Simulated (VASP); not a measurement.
# AlN (P6_3mc) in VASP: notebook

Runs on AlN. Level: PBE. Tasks: G0W0 quasiparticle levels.

Program: VASP 6.6.1. These are calculated values, not measurements. Logs are shortened: lines on timing, memory, paths and dates and some standing lists are left out, and cuts for length are marked.

## 1. Starting point

The structure is hexagonal, space group P6_3mc (No. 186). The conventional cell has a = 3.113 Å, b = 3.113 Å, c = 4.981 Å, α = 90.00°, β = 90.00°, γ = 120.00°. Al (site symmetry 3m) is surrounded by 4 N at 1.89 Å. N (site symmetry 3m) has 4 Al at 1.89 Å as nearest neighbours.

## 2. G0W0 quasiparticle levels, PBE

Contents of POSCAR:

```
AlN
1.0
    3.1130000000      0.0000000000      0.0000000000
   -1.5565000000      2.6959370820      0.0000000000
    0.0000000000      0.0000000000      4.9810000000
Al N
2 2
Direct
    0.6666666667      0.3333333333      0.5000000000
    0.3333333333      0.6666666667      0.0000000000
    0.6666666667      0.3333333333      0.8800000000
    0.3333333333      0.6666666667      0.3800000000
```

Contents of INCAR.step1:

```
  PREC = Accurate
  ENCUT = 450
  EDIFF = 1E-8
  ISMEAR = 0
  SIGMA = 0.01
  LREAL = False
  LASPH = True
  NELM = 80
  ALGO = Normal
  LWAVE = True
  LCHARG = False
  GGA = PE
```

Contents of INCAR.step2:

```
  PREC = Accurate
  ENCUT = 450
  EDIFF = 1E-8
  ISMEAR = 0
  SIGMA = 0.01
  LREAL = False
  LASPH = True
  NELM = 1
  ALGO = Exact
  LWAVE = True
  LCHARG = False
  GGA = PE
  NBANDS = 108
  LOPTICS = True
  ISTART = 1
```

Contents of INCAR.step3:

```
  PREC = Accurate
  ENCUT = 450
  EDIFF = 1E-8
  ISMEAR = 0
  SIGMA = 0.01
  LREAL = False
  LASPH = True
  ALGO = EVGW0
  LWAVE = False
  LCHARG = False
  GGA = PE
  NELMGW = 1
  NBANDS = 108
  ENCUTGW = 200
  NOMEGA = 48
  PRECFOCK = Fast
  ISTART = 1
  NBANDSGW = 16
```

Contents of KPOINTS:

```
Automatic mesh
0
Gamma
  4 4 3
```

Potentials or basis: VASP PAW PBE potentials, release 64 (Al_GW, N_GW).

The run is started by

```bash
> cat potpaw_PBE.64/Al_GW/POTCAR potpaw_PBE.64/N_GW/POTCAR > POTCAR
> cp INCAR.step1 INCAR
> mpirun -np 1 vasp_std > vasp.out
> cp INCAR.step2 INCAR
> mpirun -np 1 vasp_std > vasp.out
> cp INCAR.step3 INCAR
> mpirun -np 1 vasp_std > vasp.out
```

OUTCAR:

```text
PREC = Accurate
   ENCUT = 450
   EDIFF = 1E-8
   ISMEAR = 0
   LREAL = False
   LASPH = True
   GGA = PE
   NELMGW = 1
   ENCUTGW = 200
   PRECFOCK = Fast
   ISTART = 1

 Found      8 irreducible k-points:

 Following reciprocal coordinates:
            Coordinates               Weight
  0.000000  0.000000  0.000000      1.000000
  0.250000 -0.000000  0.000000      6.000000
  0.500000 -0.000000  0.000000      3.000000
  0.250000  0.250000  0.000000      6.000000
  0.000000  0.000000  0.333333      2.000000
  0.250000 -0.000000  0.333333     12.000000
   k-points           NKPTS =      8   k-points in BZ     NKDIM =     48   number of bands    NBANDS=    108
   number of dos      NEDOS =    301   number of ions     NIONS =      4
   total plane-waves  NPLWV =  20736
   dimension x,y,z NGX =    24 NGY =   24 NGZ =   36
   dimension x,y,z NGXF=    48 NGYF=   48 NGZF=   72
   ions per type =               2   2
   NGX,Y,Z   is equivalent  to a cutoff of  12.82, 12.82, 12.02 a.u.
   NGXF,Y,Z  is equivalent  to a cutoff of  25.63, 25.63, 24.03 a.u.
 SYSTEM =  unknown system
   PREC   = accura    normal or accurate (medium, high low for compatibility)
   ISTART =      1    job   : 0-new  1-cont  2-samecut
   ICHARG =      0    charge: 1-file 2-atom 10-const
   ISPIN  =      1    spin polarized calculation?
   LNONCOLLINEAR =      F non collinear calculations
   LSORBIT =      F    spin-orbit coupling
   LASPH  =      T    aspherical Exc in radial PAW
   ENCUT  =  450.0 eV  33.07 Ry    5.75 a.u.   5.38  5.38  8.62*2*pi/ulx,y,z
   NELM   =     60;   NELMIN=  2; NELMDL=  0     # of ELM steps
   EDIFF  = 0.1E-07   stopping-criterion for ELM
   LREAL  =      F    real-space projection
   EDIFFG = 0.1E-06   stopping-criterion for IOM
   NSW    =      0    number of steps for IOM
   IBRION =     -1    ionic relax: 0-MD 1-quasi-New 2-CG
   NFREE  =      0    steps in history (QN), initial steepest desc. (CG)
   ISIF   =      0    stress and relaxation
   ISYM   =      3    0-nonsym 1-usesym 2-fastsym
   POTIM  = 0.5000    time-step for ionic-motion
   TEBEG  =    0.0;   TEEND  =   0.0 temperature during run
   PSTRESS=    0.0 pullay stress
   NELECT =      16.0000    total number of electrons
   NUPDOWN=      -1.0000    fix difference up-down
   EMIN   =  10.00;   EMAX   =-10.00  energy-range for DOS
   EFERMI =   0.00;   METHOD = LEGACY
   ISMEAR =     0;   SIGMA  =   0.01  broadening in eV -4-tet -1-fermi 0-gaus
   EFERMI_NEDOS =   21; number of points for ismear=-14 and -15
   IALGO  =     38    algorithm
   IMIX   =      4    mixing-type and parameters
     AMIX     =   0.40;   BMIX     =  1.00
     AMIX_MAG =   1.60;   BMIX_MAG =  1.00
  volume/ion in A,a.u.               =      10.45        70.52
  Fermi-wavevector in a.u.,A,eV,Ry     =   1.188629  2.246183 19.222843  1.412839
  Thomas-Fermi vector in A             =   2.324754
   LORBIT       =      0    0 simple, 1 ext, 2 COOP (PROOUT), +10 PAW based schemes
   GGA     = PE    functional components
   LHFCALC =     T    Hartree Fock is set to
   PRECFOCK=fast      Normal, Fast or Accurate (Low or Medium for compatibility)
   ENCUT4O =  -1.0   cutoff for four orbital integrals eV
   NKREDX  =     1    reduce k-point grid by
   NKREDY  =     1    reduce k-point grid by
   NKREDZ  =     1    reduce k-point grid by
   AEXX    =    1.0000 exact exchange contribution
   HFSCREEN=    0.0000 screening length (either q_TF or 0.3 A-1)
   HFSCREENC=   0.0000 screening length for correlation (either q_TF or 0.3 A-1)
   ENCUTFOCK=  -1.0 apply spherical cutoff to Coloumb kernel
   IVDW    =     0    specifies the selected vdW correction
   LEPSILON=     F    determine dielectric tensor
   LRPA    =     F    only Hartree local field effects (RPA)
   LRPAFORCE           =     F    calculate RPA forces
   ENCUTGW             = 200.0    cutoff for response function in eV
   ENCUTGWSOFT         = 160.0    soft cutoff for Coulomb kernel in GW response function in eV
   ENCUTLF             =  -1.0    cutoff for local field effects
   NELMGW              =     1    number of iterations in solving QP/BSE equation
   NELMHF              =     1    number of iterations in the inner HF iteration
   NKREDLFX            =     1    NKREDLFY  =   1   NKREDLFZ  =   1
 non-spin polarized calculation
 Gauss-broadening in eV      SIGMA  =   0.01
  energy-cutoff  :      450.00
  volume of cell :       41.80
 maximum number of plane-waves:       929
 NGX is ok and might be reduce to    24
  NGX = 12; NGY = 12; NGZ = 20
   NGX = 11   NGY = 11   NGZ = 17
 maximum number of plane-waves:       287

 QP shifts <psi_nk| G(iteration)W_0 |psi_nk>: iteration 1
 for sc-GW calculations column KS-energies equals QP-energies in previous step
 and V_xc(KS)=  KS-energies - (<T + V_ion + V_H > + <T+V_H+V_ion>^1  + <V_x>^1)

 k-point   1 :       0.0000    0.0000    0.0000
  band No.  KS-energies  QP-energies   sigma(KS)   V_xc(KS)     V^pw_x(r,r')   Z            occupation Imag(sigma)

      1     -10.0517     -11.5232     -16.8465     -14.7935     -24.7724       0.7168       2.0000       1.2741
      2      -7.9009      -9.2570     -18.2188     -16.3505     -25.8675       0.7259       2.0000       1.0426
      3      -0.8685      -2.0864     -14.3207     -12.6477     -18.5133       0.7280       2.0000       0.2083
      4       4.2844       3.4077     -17.4351     -16.3010     -20.6613       0.7731       2.0000       0.0842
      5       4.2844       3.4077     -17.4351     -16.3010     -20.6613       0.7731       2.0000       0.0842
      6       4.9402       4.1551     -17.7801     -16.7686     -20.8670       0.7762       2.0000       0.0781
[... 8 lines left out ...]
     15      18.2584      19.3503      -9.1228     -10.4987      -4.0010       0.7936       0.0000      -0.1632
     16      18.2584      19.3503      -9.1228     -10.4987      -4.0010       0.7936       0.0000      -0.1632

 k-point   2 :       0.2500   -0.0000    0.0000
  band No.  KS-energies  QP-energies   sigma(KS)   V_xc(KS)     V^pw_x(r,r')   Z            occupation Imag(sigma)

      1      -9.3043     -10.7362     -17.1903     -15.2088     -25.0037       0.7227       2.0000       1.1992
      2      -7.5334      -8.8617     -18.4792     -16.6509     -26.0867       0.7265       2.0000       1.0046
      3       0.0452      -1.1473     -14.6534     -13.0407     -18.5734       0.7395       2.0000       0.1656
      4       1.6879       0.5643     -15.5917     -14.1112     -19.1139       0.7589       2.0000       0.1181
      5       2.6847       1.6775     -16.3496     -15.0358     -19.6830       0.7666       2.0000       0.1009
      6       3.5764       2.6021     -16.8958     -15.6297     -20.2106       0.7696       2.0000       0.0919
[... 8 lines left out ...]
     15      17.2389      18.4342     -10.3623     -11.8950      -5.2159       0.7799       0.0000      -0.1591
     16      18.4032      19.4143      -9.4481     -10.7356      -4.1480       0.7853       0.0000      -0.2068

 k-point   3 :       0.5000   -0.0000    0.0000
  band No.  KS-energies  QP-energies   sigma(KS)   V_xc(KS)     V^pw_x(r,r')   Z            occupation Imag(sigma)

      1      -8.0883      -9.4583     -18.0765     -16.1987     -25.7436       0.7296       2.0000       1.0686
      2      -7.3924      -8.7106     -18.5246     -16.7086     -26.0999       0.7259       2.0000       0.9831
      3      -0.3106      -1.5473     -14.6723     -12.9939     -18.6816       0.7369       2.0000       0.1742
      4       0.9790      -0.1868     -15.4951     -13.9404     -19.2462       0.7498       2.0000       0.1363
      5       1.7794       0.6845     -15.6626     -14.2168     -19.2476       0.7573       2.0000       0.1207
      6       3.0536       2.0160     -16.6097     -15.2545     -20.0245       0.7657       2.0000       0.0983
[... 8 lines left out ...]
     15      17.9676      19.0951     -10.8876     -12.3482      -5.6068       0.7719       0.0000      -0.1882
     16      20.2799      21.1902      -8.9146     -10.1070      -3.0588       0.7634       0.0000      -0.2931

 k-point   4 :       0.2500    0.2500    0.0000
  band No.  KS-energies  QP-energies   sigma(KS)   V_xc(KS)     V^pw_x(r,r')   Z            occupation Imag(sigma)

      1      -8.1838      -9.5490     -17.9257     -16.0417     -25.5922       0.7246       2.0000       1.0727
      2      -7.3110      -8.6262     -18.6662     -16.8667     -26.2559       0.7309       2.0000       0.9806
      3       0.5322      -0.6840     -14.9723     -13.3496     -18.7304       0.7495       2.0000       0.1423
      4       1.0568      -0.1063     -15.3500     -13.8037     -19.0480       0.7522       2.0000       0.1345
      5       1.5915       0.4793     -15.3871     -13.9194     -18.9507       0.7577       2.0000       0.1230
      6       2.2865       1.2242     -15.9906     -14.5978     -19.4158       0.7627       2.0000       0.1086
[... 8 lines left out ...]
     15      17.3157      18.5474     -10.7097     -12.2912      -5.5498       0.7789       0.0000      -0.1666
     16      19.7666      20.8108     -10.1453     -11.5002      -4.3477       0.7707       0.0000      -0.3057

 k-point   5 :       0.0000    0.0000    0.3333
  band No.  KS-energies  QP-energies   sigma(KS)   V_xc(KS)     V^pw_x(r,r')   Z            occupation Imag(sigma)

      1      -9.6366     -11.0866     -17.0198     -15.0033     -24.8779       0.7191       2.0000       1.2328
      2      -8.6034      -9.9975     -17.6055     -15.6804     -25.3203       0.7242       2.0000       1.1191
      3       0.4767      -0.6719     -15.1763     -13.6285     -19.0538       0.7421       2.0000       0.1526
      4       3.2314       2.3210     -16.4549     -15.2718     -19.6411       0.7695       2.0000       0.0938
      5       4.4415       3.5848     -17.5159     -16.4101     -20.7103       0.7747       2.0000       0.0826
      6       4.4415       3.5848     -17.5159     -16.4101     -20.7103       0.7747       2.0000       0.0826
[... 8 lines left out ...]
     15      17.1524      18.1433      -8.8227     -10.0608      -3.9099       0.8003       0.0000      -0.1394
     16      17.1524      18.1433      -8.8227     -10.0608      -3.9099       0.8003       0.0000      -0.1394

 k-point   6 :       0.2500   -0.0000    0.3333
  band No.  KS-energies  QP-energies   sigma(KS)   V_xc(KS)     V^pw_x(r,r')   Z            occupation Imag(sigma)

      1      -8.9399     -10.3496     -17.3840     -15.4331     -25.1425       0.7226       2.0000       1.1569
      2      -8.0738      -9.4376     -17.9754     -16.0983     -25.6254       0.7266       2.0000       1.0593
      3       0.5772      -0.5725     -15.2626     -13.7204     -19.1077       0.7455       2.0000       0.1477
      4       1.6876       0.6108     -15.8590     -14.4378     -19.4158       0.7577       2.0000       0.1191
      5       2.7397       1.6987     -16.0972     -14.7395     -19.4404       0.7667       2.0000       0.1019
      6       3.8308       2.8894     -17.0391     -15.8186     -20.3041       0.7713       2.0000       0.0893
[... 8 lines left out ...]
     15      17.4708      18.4758      -9.1798     -10.4448      -4.1306       0.7944       0.0000      -0.1607
     16      18.3466      19.3988      -9.6225     -10.9654      -4.3008       0.7836       0.0000      -0.2057

 [... further k-points ...]
```

It took 1.9 min on 1 thread of Intel Xeon Platinum 8259CL at 2.50GHz (Skylake/Cascade Lake), shared host; peak memory 0.35 GiB.

The run converged, but some of its settings lie outside the range that counts as converged, so its numbers aren't taken as properties of the crystal.

Results:

| Item | Value |
| --- | --- |
| Band gap on the k mesh, mean-field level | 4.21 eV, direct |
| Quasiparticle gap | 5.75 eV |
| Least direct quasiparticle gap | 5.75 eV |

Caveat: the k mesh is coarse (spacing up to 0.58 Å⁻¹), so the values aren't converged; bands, screening cutoff and mesh are small and nothing is extrapolated, so the quasiparticle values aren't converged.

(Continued in part 2 of 3.)
